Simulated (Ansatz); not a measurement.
# Si (I4/mmm) in Ansatz: notebook

One crystal, Si, is run at these levels: HF; tasks: single point, relaxation of cell and atoms.

All numbers are computed with Ansatz 0.2.0; they aren't measurements. Logs are shortened: lines on timing, memory, paths and dates and some standing lists are left out, and cuts for length are marked.

**1. The structure**

It takes space group I4/mmm (No. 139, tetragonal). Conventional cell: a = 3.254 Å, b = 3.254 Å, c = 2.641 Å, α = 90.00°, β = 90.00°, γ = 90.00°. Si (site symmetry 4/mmm) has 10 Si at 2.64 to 2.65 Å as nearest neighbours.

This isn't the form of Si at room conditions, which is diamond.

**2. Single point, HF**

Contents of input:

```
crystal:
  lattice:
    - [-1.62691493, 1.62691493, 1.32032985]
    - [1.62691493, -1.62691493, 1.32032985]
    - [1.62691493, 1.62691493, -1.32032985]
  atoms:
    - { symbol: Si, position: [0.0, 0.0, 0.0] }
hamiltonian:
  xc: hf
  pseudopotentials: { kind: paw }
kpoints:
  mp_grid: { grid: [7, 7, 7] }
scf:
  occupations: { method: fermi_dirac, width: 0.05 }
output:
  forces: true
  stress: true
  eigenvalues: true
  write_density: true
  write_potential: true
  elf: true
  volumetric_format: npy
```

Potentials or basis: Ansatz PAW.

Log:

```text
Warning: output.stress: scf.convergence.dr2_threshold = 1e-7 eV (the SCF's general default) is looser than the 1e-10 eV advised for a printed stress (1e-10 eV for each atom of the cell: 1). What an SCF threshold leaves in a stress goes as its square root, and in the free energy as the threshold itself, and one threshold admits the most on a small cell: of the crystals measured, under no hybrid functional and no lock of the moments, on runs that ended without the residual-converged pass, on stresses that held no estimate of that error, the worst erred by over 100 MPa in a component at 1e-7 eV an atom and by under 5 at 1e-10. Set scf.convergence.dr2_threshold to 1e-10 eV or tighter. The threshold is an SCF's pass mark: one that does not reach it within its budget of iterations ends unconverged, or closes short of it on a stop that the run arms, and scf.convergence.dr2_threshold's page says what that costs each kind of run
Warning: output.stress: scf.exx.energy_threshold = 1e-6 eV is looser than the 1e-8 eV advised for a stress under a hybrid functional (1e-8 eV for each atom of the cell: 1). Every SCF of the exchange loop can meet its threshold on dr2 while the loop round them stops early: no threshold on dr2 bounds what that leaves in the stress. Set scf.exx.energy_threshold to 1e-8 eV or tighter. The threshold is the loop's pass mark: a loop that does not reach it within its budget of cycles ends unconverged, and scf.exx.energy_threshold's page has the law
GPUs: using 1 of 1 available (devices: 1).
Engine: ansatz 0.2.0, x86_64-unknown-linux-gnu
Pseudopotentials: kind: paw
Pseudopotential: Si, paw, valence charge 4, recommended cutoff 420 eV (normal), Si.paw.azcp
Functional definition: HF
  exchange = exact_x
  correlation = 0
device memory: the entry about to start is reckoned to put 0.5 GiB on a device that reports 23.4 GiB free (of which the cap on the GPU budget leaves the run 18.0 GiB)
GPU FFT provider: cuFFT
GPU libraries: cuBLAS 13.8.2, cuFFT 12.4.0, cuSOLVER 12.3.4
Crystal: 1 atoms, lattice volume = 13.979 Å³
Basis set: ecut = 420 eV, 273 PW (Γ)
Bands: 6, of which v1, the nominal top of the filled ones, is band 2 counted from 1 (1 counted from 0)
Symmetry: 16 space group operations
Space group: I4/mmm (ITA 139), of the structure as read, at distance tolerance 2.4e-5 Å
k-points: 40 of 343
Non-local potential: Si, projectors of the file, l = 0: 2, l = 1: 2, l = 2: 2
PAW form: soft (Blöchl's): semilocal exchange-correlation on the pseudo side does not see the compensation charge
PAW frozen core: Si, regenerated for the run's functional, and the local potential with it (the file was generated under x = pbe(κ = 0.804, μ = 0.2195149727645171), c = pbe(β = 0.06672455060314922))
PAW one-centre angular grid: Si, 110 points (default); XC on 64 Gauss nodes
Initial density: superposition of atomic densities (neutral atoms: chi_scale 0, normalization atom), corrected by the library's trained network
Initial wavefunctions: pseudopotential atomic-orbital guess
GPU buffer pool allocated for 5832 grid points (all kernels)
GPU transforms: local potential and band sums: pruned to the plane-wave sphere, on 18×18×18
Functional: x = pbe(κ = 0.804, μ = 0.2195149727645171), c = none, warm-up for x = 0 pbe(κ = 0.804, μ = 0.2195149727645171) + 1 exact, c = none
SCF iter   1: F=—  HF=-619.772365 eV  |F-HF|=—  |Δ(HF+E_count)|=         —  Δρ=4.53e-3  dr2=2.80e-3  ethr=1.77e-3  ⟨swp⟩=6.2  Hψ=1151  notcnv=0
preconditioner: auto → none  [insulator: Δε(μ)=0.117 eV  Ē_g=14.024 eV  σ=0.050 eV  W_gap=0.51  n_scr=0 (ndim 8)  ℏωp=19.9 eV  f_vac=0.000  D(μ)=0.81/eV (n_scr^D=12)]
SCF iter   2: F=—  HF=-619.772457 eV  |F-HF|=—  |Δ(HF+E_count)|=   9.25e-5  Δρ=2.21e-3  dr2=6.22e-4  ethr=6.99e-5  ⟨swp⟩=2.9  Hψ=411  notcnv=0  defer=8
iter 3 solved again at ethr=8.33e-8 eV; its pass at ethr=1.56e-5 eV (dr2=3.33e-6 eV) is discarded
SCF iter   3: F=—  HF=-619.772625 eV  |F-HF|=—  |Δ(HF+E_count)|=   1.68e-4  Δρ=2.09e-4  dr2=3.38e-6  ethr=8.33e-8  ⟨swp⟩=3.3  Hψ=954  notcnv=0  defer=1
SCF iter   4: F=—  HF=-619.772629 eV  |F-HF|=—  |Δ(HF+E_count)|=   3.83e-6  Δρ=1.97e-5  dr2=3.55e-8  ethr=8.33e-8  ⟨swp⟩=3.0  Hψ=389  notcnv=0
SCF iter   5: F=-619.772629 eV  HF=-619.772629 eV  |F-HF|=4.29e-10  |Δ(HF+E_count)|=   1.62e-9  Δρ=2.18e-6  dr2=2.13e-10  ethr=8.88e-10  ⟨swp⟩=2.2  Hψ=329  notcnv=0
SCF 1 converged in 5 iterations: F = -619.772629 eV  dr2 = 2.13e-10
device memory: the entry about to start is reckoned to put 1.1 GiB on a device that reports 23.0 GiB free (of which the cap on the GPU budget leaves the run 18.0 GiB)
GPU FFT provider: cuFFT
GPU libraries: cuBLAS 13.8.2, cuFFT 12.4.0, cuSOLVER 12.3.4
Initial density: handed on by an earlier stage of this run
Initial wavefunctions: those handed on with the density
GPU buffer pool allocated for 5832 grid points (all kernels)
GPU transforms: local potential and band sums: pruned to the plane-wave sphere, on 18×18×18
Functional: x = 0 pbe(κ = 0.804, μ = 0.2195149727645171) + 1 exact, c = none
Exchange kernel: α = 1.0000, full range, Wigner–Seitz truncation, v(0) = 9848.6927 eV·Å³, q-mesh 7×7×7, nearest image of the exchange supercell L = 18.48 Å, pair-density grid 12×12×12, without the augmentation charges, whose exchange is taken in its separable form by FFT convolution over the k-point mesh (sized by the pseudopotential files, 15×16×16 at the most), smooth part of the exact exchange by density-matrix convolution in up to 828.3 MiB of GPU memory as planned if the GPU has room (build and FFT work areas not counted)
Frozen-core exchange: fock
iter 1 solved again at ethr=4.02e-4 eV; its pass at ethr=1.00e-1 eV (dr2=1.61e-2 eV) is discarded
SCF iter   1: F=—  HF=-621.811683 eV  |F-HF|=—  |Δ(HF+E_count)|=         —  Δρ=1.06e-2  dr2=2.70e-2  ethr=4.02e-4  ⟨swp⟩=3.4  Hψ=1161  notcnv=0
preconditioner: auto → none  [insulator: Δε(μ)=0.425 eV  Ē_g=22.180 eV  σ=0.050 eV  W_gap=0.56  n_scr=0 (ndim 8)  ℏωp=18.8 eV  f_vac=0.000  D(μ)=0.46/eV (n_scr^D=0)]
SCF iter   2: F=—  HF=-621.800304 eV  |F-HF|=—  |Δ(HF+E_count)|=   1.14e-2  Δρ=4.30e-3  dr2=1.14e-2  ethr=4.02e-4  ⟨swp⟩=2.1  Hψ=484  notcnv=0
SCF iter   3: F=—  HF=-621.798286 eV  |F-HF|=—  |Δ(HF+E_count)|=   2.02e-3  Δρ=4.09e-4  dr2=7.47e-3  ethr=6.52e-5  ⟨swp⟩=3.0  Hψ=718  notcnv=0
SCF iter   4: F=—  HF=-621.798280 eV  |F-HF|=—  |Δ(HF+E_count)|=   5.94e-6  Δρ=7.06e-5  dr2=4.68e-7  ethr=2.07e-7  ⟨swp⟩=3.0  Hψ=385  notcnv=0
SCF iter   5: F=-621.798279 eV  HF=-621.798279 eV  |F-HF|=1.65e-8  |Δ(HF+E_count)|=   3.96e-7  Δρ=1.40e-5  dr2=1.58e-8  ethr=1.17e-8  ⟨swp⟩=2.3  Hψ=336  notcnv=0
SCF 2 converged in 5 iterations: F = -621.798279 eV  dr2 = 1.58e-8
[... 21 lines left out ...]
Frozen-core exchange: fock
SCF iter   1: F=—  HF=-621.839891 eV  |F-HF|=—  |Δ(HF+E_count)|=         —  Δρ=8.42e-4  dr2=2.83e-4  ethr=1.99e-4  ⟨swp⟩=2.2  Hψ=492  notcnv=0
preconditioner: auto → none  [insulator: Δε(μ)=1.373 eV  Ē_g=22.212 eV  σ=0.050 eV  W_gap=0.56  n_scr=0 (ndim 8)  ℏωp=18.8 eV  f_vac=0.000  D(μ)=0.46/eV (n_scr^D=0)]
SCF iter   2: F=—  HF=-621.839835 eV  |F-HF|=—  |Δ(HF+E_count)|=   5.60e-5  Δρ=3.14e-5  dr2=1.55e-4  ethr=2.41e-6  ⟨swp⟩=3.5  Hψ=420  notcnv=0
SCF iter   3: F=-621.840194 eV  HF=-621.840210 eV  |F-HF|=1.58e-5  |Δ(HF+E_count)|=   3.74e-4  Δρ=3.49e-4  dr2=6.29e-5  ethr=3.19e-9  ⟨swp⟩=5.0  Hψ=952  notcnv=0
SCF 4 stopped early in 3 iterations: F = -621.840194 eV  dr2 = 6.29e-5
hybrid outer 3: dexx = +5.672e-4 eV, tail = 8.68e-4 eV, Δε = 5.19e-2 eV (about 1.40e-2 eV left of the loop's levels)
GPU FFT provider: cuFFT
GPU libraries: cuBLAS 13.8.2, cuFFT 12.4.0, cuSOLVER 12.3.4
GPU buffer pool allocated for 5832 grid points (all kernels)
GPU transforms: local potential and band sums: pruned to the plane-wave sphere, on 18×18×18
Exchange kernel: α = 1.0000, full range, Wigner–Seitz truncation, v(0) = 9848.6927 eV·Å³, q-mesh 7×7×7, nearest image of the exchange supercell L = 18.48 Å, pair-density grid 12×12×12, without the augmentation charges, whose exchange is taken in its separable form by FFT convolution over the k-point mesh (sized by the pseudopotential files, 15×16×16 at the most), smooth part of the exact exchange by density-matrix convolution in up to 828.3 MiB of GPU memory as planned if the GPU has room (build and FFT work areas not counted)
Frozen-core exchange: fock
SCF iter   1: F=—  HF=-621.840086 eV  |F-HF|=—  |Δ(HF+E_count)|=         —  Δρ=1.82e-4  dr2=3.67e-5  ethr=1.59e-5  ⟨swp⟩=2.3  Hψ=495  notcnv=0
preconditioner: auto → none  [insulator: Δε(μ)=1.347 eV  Ē_g=22.211 eV  σ=0.050 eV  W_gap=0.56  n_scr=0 (ndim 8)  ℏωp=18.8 eV  f_vac=0.000  D(μ)=0.46/eV (n_scr^D=0)]
SCF iter   2: F=—  HF=-621.840083 eV  |F-HF|=—  |Δ(HF+E_count)|=   3.33e-6  Δρ=1.26e-5  dr2=3.08e-5  ethr=1.17e-7  ⟨swp⟩=3.0  Hψ=391  notcnv=0
SCF iter   3: F=—  HF=-621.840305 eV  |F-HF|=—  |Δ(HF+E_count)|=   2.23e-4  Δρ=4.96e-5  dr2=2.42e-6  ethr=4.25e-10  ⟨swp⟩=4.4  Hψ=848  notcnv=0
SCF iter   4: F=—  HF=-621.840305 eV  |F-HF|=—  |Δ(HF+E_count)|=   2.60e-7  Δρ=8.37e-6  dr2=1.92e-6  ethr=4.25e-10  ⟨swp⟩=4.0  Hψ=462  notcnv=0
SCF iter   5: F=—  HF=-621.840311 eV  |F-HF|=—  |Δ(HF+E_count)|=   5.91e-6  Δρ=2.54e-5  dr2=6.01e-7  ethr=7.77e-11  ⟨swp⟩=4.8  Hψ=631  notcnv=0
SCF iter   6: F=—  HF=-621.840311 eV  |F-HF|=—  |Δ(HF+E_count)|=   6.52e-8  Δρ=8.11e-7  dr2=4.72e-7  ethr=7.77e-11  ⟨swp⟩=4.0  Hψ=536  notcnv=0
Mixer restart at iter 6: flushing history
SCF iter   7: F=—  HF=-621.840312 eV  |F-HF|=—  |Δ(HF+E_count)|=   1.09e-6  Δρ=1.27e-5  dr2=1.85e-7  ethr=1.26e-12  ⟨swp⟩=5.0  Hψ=798  notcnv=0
SCF iter   8: F=—  HF=-621.840312 eV  |F-HF|=—  |Δ(HF+E_count)|=   2.98e-7  Δρ=6.78e-6  dr2=7.25e-8  ethr=1.26e-12  ⟨swp⟩=4.8  Hψ=571  notcnv=0
SCF iter   9: F=-621.840312 eV  HF=-621.840312 eV  |F-HF|=6.18e-11  |Δ(HF+E_count)|=   1.73e-7  Δρ=6.76e-7  dr2=1.13e-9  ethr=1.26e-12  ⟨swp⟩=5.0  Hψ=591  notcnv=0
SCF 5 converged in 9 iterations: F = -621.840312 eV  dr2 = 1.13e-9
  Residual-converged pass: ⟨swp⟩=1.0  Hψ=241  notcnv=0  max |occ|·‖R‖ = 1.8e-6 eV (tolerance 2.4e-6 eV)  dr2=1.13e-9  dr2_onsite=1.85e-12  max |Δocc| = 6.0e-23
hybrid outer 4: dexx = +6.544e-5 eV, tail = 3.02e-6 eV, Δε = 1.39e-2 eV (about 4.25e-3 eV left of the loop's levels)
GPU FFT provider: cuFFT
GPU libraries: cuBLAS 13.8.2, cuFFT 12.4.0, cuSOLVER 12.3.4
GPU buffer pool allocated for 5832 grid points (all kernels)
GPU transforms: local potential and band sums: pruned to the plane-wave sphere, on 18×18×18
Exchange kernel: α = 1.0000, full range, Wigner–Seitz truncation, v(0) = 9848.6927 eV·Å³, q-mesh 7×7×7, nearest image of the exchange supercell L = 18.48 Å, pair-density grid 12×12×12, without the augmentation charges, whose exchange is taken in its separable form by FFT convolution over the k-point mesh (sized by the pseudopotential files, 15×16×16 at the most), smooth part of the exact exchange by density-matrix convolution in up to 828.3 MiB of GPU memory as planned if the GPU has room (build and FFT work areas not counted)
Frozen-core exchange: fock
SCF iter   1: F=—  HF=-621.840312 eV  |F-HF|=—  |Δ(HF+E_count)|=         —  Δρ=1.52e-6  dr2=4.52e-10  ethr=3.33e-9  ⟨swp⟩=3.1  Hψ=546  notcnv=0
preconditioner: auto → none  [insulator: Δε(μ)=1.342 eV  Ē_g=22.212 eV  σ=0.050 eV  W_gap=0.56  n_scr=0 (ndim 8)  ℏωp=18.8 eV  f_vac=0.000  D(μ)=0.46/eV (n_scr^D=0)]
SCF iter   2: F=-621.840312 eV  HF=-621.840312 eV  |F-HF|=2.38e-11  |Δ(HF+E_count)|=   1.06e-9  Δρ=7.13e-7  dr2=8.86e-11  ethr=3.85e-12  ⟨swp⟩=3.9  Hψ=461  notcnv=0
SCF 6 converged in 2 iterations: F = -621.840312 eV  dr2 = 8.86e-11
  Residual-converged pass: ⟨swp⟩=1.2  Hψ=253  notcnv=0  max |occ|·‖R‖ = 2.4e-6 eV (tolerance 2.4e-6 eV)  dr2=8.86e-11  dr2_onsite=8.50e-12  max |Δocc| = 1.1e-21
hybrid outer 5: dexx = +1.521e-9 eV, tail = 2.77e-10 eV, Δε = 1.46e-4 eV (about 5.12e-5 eV left of the loop's levels), ΔF = 6.35e-31 eV/Å (tail 4.88e-31)
hybrid SCF converged: 5 outer / 23 inner (+5 warm-up), last move |dexx| = 1.52e-9 eV, tail = 2.77e-10 eV
Stability not checked: this state was not tested for a lower state beside it, because the functional holds exact exchange (a hybrid, or Hartree-Fock), whose exchange loop this test does not read (fock_operator; see scf.lower_state_search)
Free energy (F): -621.840312 eV
Frozen-core exchange: fock
Harris-Foulkes:  -621.840312 eV  (|F-HF|=2.38e-11)
Internal energy: -621.837115 eV  (E = F + TS)
E sigma→0 (E₀):  -621.838714 eV
Entropy (-TS):   -0.003197 eV (-3.197 meV/atom)
Fermi energy:    13.398245 eV
--- Per-component energies (eV) ---
  E_band       = 8.726318
  E_kinetic    = 41.761207
  E_local      = 5.078901  (includes V_loc(G=0)·N_el)
  E_nonlocal   = 23.567574
  E_hartree    = 0.445521
  E_xc         = 0.000000
  E_vxc        = 0.000000  (∫ρ·V_xc dr)
  E_exx        = -28.332700  (= α·E_x^exact, valence–valence)
  E_paw        = -526.309207  (= ΣΔE_a)
  E_vpaw       = -5.907012  (= ΣTr[D̂ρ^β])
  E_aug_tail   = 0.000007  (compensation charges beyond the density's cutoff)
  E_ewald      = -137.870934
  E_core_change = -0.177485  (= ΣΔE_core)
  E_smearing   = -0.003197  (= −TS)
  E_closure    = 0.000000  (closes the sum)
  Σ components = -621.840312   (vs F -621.840312, Δ=1.14e-13)
--- Forces (eV/Å), atoms counted from 1 ---
  atom   1  Si    -0.00000000     0.00000000     0.00000000
  max |Σ_I F_I| component: 7.40e-31 eV/Å
--- Stress (GPa, compression-positive) ---
       11.637379      -0.000000      -0.000000
       -0.000000      11.637379       0.000000
       -0.000000       0.000000       7.697196
  P = ⅓ Tr σ = 10.3240 GPa (103.240 kbar)
--- Band table (eV; the first three rows and the last of 40) ---
  k-point 0: bands = ["-11.3314", "27.3542", "28.6535", "28.6535", "31.5638", "33.4569"]
  k-point 1: bands = ["-10.5365", "20.4982", "29.0763", "30.2783", "30.6728", "32.8928"]
  k-point 2: bands = ["-8.1863", "9.7834", "28.5311", "30.0530", "30.5688", "30.9710"]
  k-point 39: bands = ["2.9189", "7.2166", "12.0690", "19.0084", "21.2355", "24.0187"]
```

Wall time 27 s (1 × NVIDIA H100 80GB HBM3 with 2 threads of AMD EPYC 7R13 (Zen 3), shared host); peak memory 1.3 GiB.

What came out:

| Item | Value |
| --- | --- |
| Free energy | -621.8403 eV |
| Pressure | 10.3 GPa |
| Band gap on the k mesh | none (metal or under the smearing width) |

Levels at points of the mesh, in eV from the Fermi level:
| k point | band 1 | band 2 | band 3 | band 4 | band 5 | band 6 |
| --- | --- | --- | --- | --- | --- | --- |
| (0.00, 0.00, 0.00) | -24.73 | 13.96 | 15.26 | 15.26 | 18.17 | 20.06 |

Caveat: the k mesh is coarse (spacing up to 0.44 Å⁻¹), so the values aren't converged, least of all with exact exchange; the PAW data sets come from PBE, with cores solved anew for the run's functional, which leaves a small shift of forces and pressure; the thresholds are loose for stress.

**3. Relaxation of cell and atoms, HF**

Edit input of step 2 so:

```diff
@@ -18,5 +18,5 @@
   eigenvalues: true
-  write_density: true
-  write_potential: true
-  elf: true
-  volumetric_format: npy
+relax:
+  f_tol: 0.01
+  max_steps: 40
+  cell: { stress_tol: 0.05 }
```

Potentials or basis: Ansatz PAW.

Log:

```text
GPUs: using 1 of 1 available (devices: 1).
[... 6 set-up lines as earlier in the session ...]
device memory: the entry about to start is reckoned to put 0.5 GiB on a device that reports 39.2 GiB free (of which the cap on the GPU budget leaves the run 18.0 GiB)
GPU FFT provider: cuFFT
GPU libraries: cuBLAS 13.8.2, cuFFT 12.4.0, cuSOLVER 12.3.4
Crystal: 1 atoms, lattice volume = 13.979 Å³
Basis set: ecut = 420 eV, 273 PW (Γ)
Bands: 6, of which v1, the nominal top of the filled ones, is band 2 counted from 1 (1 counted from 0)
[... 2 set-up lines as earlier in the session ...]
k-points: 40 of 343
[... 6 set-up lines as earlier in the session ...]
GPU buffer pool allocated for 5832 grid points (all kernels)
GPU transforms: local potential and band sums: pruned to the plane-wave sphere, on 18×18×18
[... 1 set-up line as earlier in the session ...]
SCF iter   1: F=—  HF=-619.772365 eV  |F-HF|=—  |Δ(HF+E_count)|=         —  Δρ=4.53e-3  dr2=2.80e-3  ethr=1.77e-3  ⟨swp⟩=6.2  Hψ=1151  notcnv=0
preconditioner: auto → none  [insulator: Δε(μ)=0.117 eV  Ē_g=14.024 eV  σ=0.050 eV  W_gap=0.51  n_scr=0 (ndim 8)  ℏωp=19.9 eV  f_vac=0.000  D(μ)=0.81/eV (n_scr^D=12)]
SCF iter   2: F=—  HF=-619.772457 eV  |F-HF|=—  |Δ(HF+E_count)|=   9.25e-5  Δρ=2.21e-3  dr2=6.22e-4  ethr=6.99e-5  ⟨swp⟩=2.9  Hψ=411  notcnv=0  defer=8
[... 448 lines left out ...]
E sigma→0 (E₀):  -621.891562 eV
Entropy (-TS):   -0.003197 eV (-3.197 meV/atom)
Fermi energy:    11.765161 eV
--- Per-component energies (eV) ---
  E_band       = 4.422718
  E_kinetic    = 39.249167
  E_local      = 0.888640  (includes V_loc(G=0)·N_el)
  E_nonlocal   = 23.488864
  E_hartree    = 0.635942
  E_xc         = 0.000000
  E_vxc        = 0.000000  (∫ρ·V_xc dr)
  E_exx        = -27.332466  (= α·E_x^exact, valence–valence)
  E_paw        = -526.199440  (= ΣΔE_a)
  E_vpaw       = -5.810911  (= ΣTr[D̂ρ^β])
  E_aug_tail   = 0.000007  (compensation charges beyond the density's cutoff)
  E_ewald      = -132.443193
  E_core_change = -0.177485  (= ΣΔE_core)
  E_smearing   = -0.003197  (= −TS)
  E_closure    = 0.000000  (closes the sum)
  Σ components = -621.893160   (vs F -621.893160, Δ=-1.14e-13)
--- Forces (eV/Å), atoms counted from 1 ---
  atom   1  Si    -0.00000000    -0.00000000    -0.00000000
  max |Σ_I F_I| component: 2.07e-25 eV/Å
--- Stress (GPa, compression-positive) ---
        0.003030       0.000000       0.000000
        0.000000       0.003030      -0.000000
        0.000000      -0.000000       0.003918
  P = ⅓ Tr σ = 0.0033 GPa (0.033 kbar)
--- Band table (eV; the first three rows and the last of 40) ---
  k-point 0: bands = ["-11.5523", "25.2187", "25.4667", "25.4667", "29.0417", "29.6973"]
  k-point 1: bands = ["-10.8164", "18.3540", "25.8387", "27.5564", "27.8611", "30.4899"]
  k-point 2: bands = ["-8.6449", "8.2810", "25.5615", "26.7161", "28.1768", "28.7926"]
  k-point 39: bands = ["1.6301", "5.9207", "9.9028", "17.5060", "19.1449", "21.8286"]
--- Relaxed structure (6 steps of the walk, 6 accepted, 2 SCFs on fresh bases) ---
  F+E_penalty+E_count = -621.89316049 eV   max|allowed force component| = 0.000e0 eV/Å   (the final SCF, on the basis selected at the relaxed cell)
  cell:  # Å, volume = 15.7619 Å³
    - [-1.6967656331340673, 1.6967656331340673, 1.368685947282475]
    - [1.6967656331340673, -1.6967656331340673, 1.368685947282475]
    - [1.6967656331340673, 1.6967656331340673, -1.368685947282475]
  atoms:
    - { symbol: Si, position: [0.0, 0.0, 0.0] }
```

It took 1.7 min on 1 × NVIDIA H100 80GB HBM3 with 2 threads of AMD EPYC 7R13 (Zen 3), shared host; peak memory 1.3 GiB.

What came out:

```
Free energy                            : -621.8932 eV
Relaxed volume                         : 15.76 Å³/atom
Relaxed cell                           : a = 2.762 Å, b = 2.762 Å, c = 2.762 Å, α = 104.21°, β = 104.21°, γ = 120.60°
Space group after relaxing (to 0.05 Å) : I4/mmm (No. 139)
Energy gained by relaxing              : 52.8 meV/atom
Ionic steps                            : 8
Pressure after relaxing                : 0.0 GPa
Band gap on the k mesh                 : none (metal or under the smearing width)
```

The path:
| step | energy change (eV) | largest force (eV/Å) | volume (Å³) |
| --- | --- | --- | --- |
| 1 | 0.0000 | 0.0000 | 13.98 |
| 2 | -0.0385 | 0.0000 | 15.02 |
| 3 | -0.0518 | 0.0000 | 15.62 |
| 4 | -0.0520 | 0.0000 | 15.74 |
| 5 | -0.0520 | 0.0000 | 15.75 |
| 6 | -0.0528 | 0.0000 | 15.75 |
| 7 | -0.0528 | 0.0000 | 15.76 |
| 8 | -0.0528 | 0.0000 | 15.76 |

Final structure:
```
CELL_PARAMETERS angstrom
-1.69677 1.69677 1.36869
1.69677 -1.69677 1.36869
1.69677 1.69677 -1.36869
ATOMIC_POSITIONS crystal
Si 0.00000 0.00000 0.00000
```

Caveat: the k mesh is coarse (spacing up to 0.44 Å⁻¹), so the values aren't converged, least of all with exact exchange; the plane-wave basis is chosen anew once the cell has moved, so the energies of steps on either side of that aren't comparable; the PAW data sets come from PBE, with cores solved anew for the run's functional, which leaves a small shift of forces and pressure.
